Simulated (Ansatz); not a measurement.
# Si8S: the cost of one run

Method: DFT PBE+D3(BJ), scalar-relativistic, plane waves, PAW, in Ansatz 0.2.0.

3 further runs of the same task are left out: 3 set aside as unsound or not needed. Runs told in other sessions of the task aren't counted.

### 1 Starting point

The structure is monoclinic, space group Pm (No. 6). Conventional cell: a = 6.313 Å, b = 3.816 Å, c = 21.232 Å, α = 90.00°, β = 90.00°, γ = 90.00°. Si (site symmetry m) is surrounded by 3 Si at 2.34 to 2.36 Å. Si (site symmetry m) has 4 Si at 2.34 to 2.36 Å in its first shell of neighbours. Around Si (site symmetry m) lie 4 Si at 2.29 to 2.36 Å. Si (site symmetry m) has 3 Si at 2.23 to 2.29 Å in its first shell of neighbours. Only part of the 9 independent sites is listed.

Coordinates:

```cif
data_structure
_symmetry_space_group_name_H-M 'P 1'
_symmetry_Int_Tables_number 1
_cell_length_a 3.8155
_cell_length_b 6.3129
_cell_length_c 21.2319
_cell_angle_alpha 90.000
_cell_angle_beta 90.000
_cell_angle_gamma 90.000
_cell_volume 511.41
loop_
_atom_site_label
_atom_site_type_symbol
_atom_site_fract_x
_atom_site_fract_y
_atom_site_fract_z
_atom_site_occupancy
Si1 Si 0.00000 0.93690 0.18840 1
Si2 Si 0.00000 0.56310 0.18840 1
Si3 Si 0.50000 0.43690 0.24027 1
Si4 Si 0.50000 0.06310 0.24027 1
Si5 Si 0.50000 0.93327 0.34466 1
Si6 Si 0.50000 0.56673 0.34466 1
Si7 Si 0.00000 0.42663 0.38771 1
Si8 Si 0.00000 0.07337 0.38771 1
S1 S 0.00000 0.42663 0.52901 1
```

This is the geometry of the first run shown, built on a cell relaxed beforehand with the same method.

### 2 The scan

Atoms count from 1 in the order of the input.

S is moved over the surface cell at a fixed height above a rigid substrate; the origin of the map has the adsorbate above Si7; the height is held at 3.00 Å.

The axes are (1) position of S9 along the first surface vector, from above Si7: 6 values from 0.000 to 0.833, periodic; (2) position of S9 along the second surface vector, from above Si7: 6 values from 0.000 to 0.833, periodic.

Nothing else is relaxed. Points are written as (first, second).

The two vectors of the plane (Å): (3.816, 0.000, 0.000); (0.000, 6.313, 0.000).

### 3 Point (0/6, 0/6) of the map's two axes

The cell repeats along c, and a dipole correction in the vacuum removes the field between the copies.

File input.yaml:

```yaml
crystal:
  lattice:
    - [3.8155170197, 0.0, 0.0]
    - [0.0, 6.3129357895, 0.0]
    - [0.0, 0.0, 21.2318711397]
  atoms:
    - { symbol: Si, position: [0.0, 0.9369021388, 0.1883960191] }
    - { symbol: Si, position: [0.0, 0.5630978612, 0.1883960191] }
    - { symbol: Si, position: [0.5, 0.4369021388, 0.2402729771] }
    - { symbol: Si, position: [0.5, 0.0630978612, 0.2402729771] }
    - { symbol: Si, position: [0.5, 0.9332664454, 0.3446595292] }
    - { symbol: Si, position: [0.5, 0.5667335546, 0.3446595292] }
    - { symbol: Si, position: [0.0, 0.4266292815, 0.387712938] }
    - { symbol: Si, position: [0.0, 0.0733707185, 0.387712938] }
    - { symbol: S, position: [0.0, 0.4266292815, 0.5290099523], spin: 2.0 }
basis:
  ecutwfc: 420
kpoints:
  mp_grid: { grid: [7, 4, 1] }
hamiltonian:
  xc: pbe
  pseudopotentials: { kind: paw, azcp: { folder: soft_1 } }
  dispersion: d3bj
scf:
  occupations: { method: gaussian, width: 0.05 }
output:
  forces: true
  eigenvalues: true
  populations: true
magnetization:
  spin_polarized: true
efield:
  axis: 3
  dipole_correction: true
  ramp_width: 0.04
```

Command:

```console
ansatz run input.yaml --threads 1 --pin off --max-ram 3072MiB --backend cpu --events-out ev --progress --plain --runs-dir out
```

What time and memory should one allow on 1 thread of Arm Neoverse V2, shared host?

About 70 s, with a peak of 0.69 GiB.
